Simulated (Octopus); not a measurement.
Crystal: P.

```
P
1.0
     1.64774   -5.46504    0.00000
     1.64774    5.46504    0.00000
     0.00000    0.00000    4.54364
P
4
Direct
  0.90414 0.09586 0.58882
  0.09586 0.90414 0.41118
  0.59586 0.40414 0.08882
  0.40414 0.59586 0.91118
```

Base run:

- Program: Octopus 16.4
- Functional: PBE
- Potentials or basis: pseudodojo_pbe (PseudoDojo 0.5, PBE)
- Grid spacing: 0.184 × 0.184 × 0.182 Å
- k mesh: 8 × 8 × 6
- Occupations: fermi-dirac, width 0.05 eV
- Spin: no spin polarisation

Its results: band gap on the k mesh 0.09 eV, direct; largest force 0.360 eV/Å.

The run is repeated on the same cell with these changes: functional from PBE to PBEsol; potentials or basis from pseudodojo_pbe (PseudoDojo 0.5, PBE) to pseudodojo_pbesol (PseudoDojo 0.4, PBEsol). What comes out?

Band gap on the k mesh 0.01 eV, direct; largest force 0.303 eV/Å.

A k mesh can miss the band edges.

Not every run made on this cell is shown here.
